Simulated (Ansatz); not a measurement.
The system is ZnS.

```
Zn S
1.0
     0.00000    2.70200    2.70200
     2.70200    0.00000    2.70200
     2.70200    2.70200    0.00000
Zn S
1 1
Direct
  0.75000 0.75000 0.75000
  0.00000 0.00000 0.00000
```

Base run:

| Property | Result |
| --- | --- |
| Program | Ansatz 0.2.0 |
| Functional | PBE |
| Potentials or basis | all-electron PAW datasets made for the crystal |
| Cutoff | 280 eV (chosen from the basis error) |
| k mesh | 6 × 6 × 6 |
| Occupations | fermi-dirac, width 0.05 eV |
| Spin | no spin polarisation |

Its results: band gap on the k mesh 2.11 eV, direct; pressure 1.6 GPa.

The run is repeated on the same cell with these changes: functional from PBE to PBE0; cutoff from 280 eV (chosen from the basis error) to 310 eV (chosen from the basis error). What comes out?

Band gap on the k mesh 4.01 eV, direct; pressure 0.7 GPa.

PBE0 gives the wider gap, since exact exchange removes part of the self-interaction.

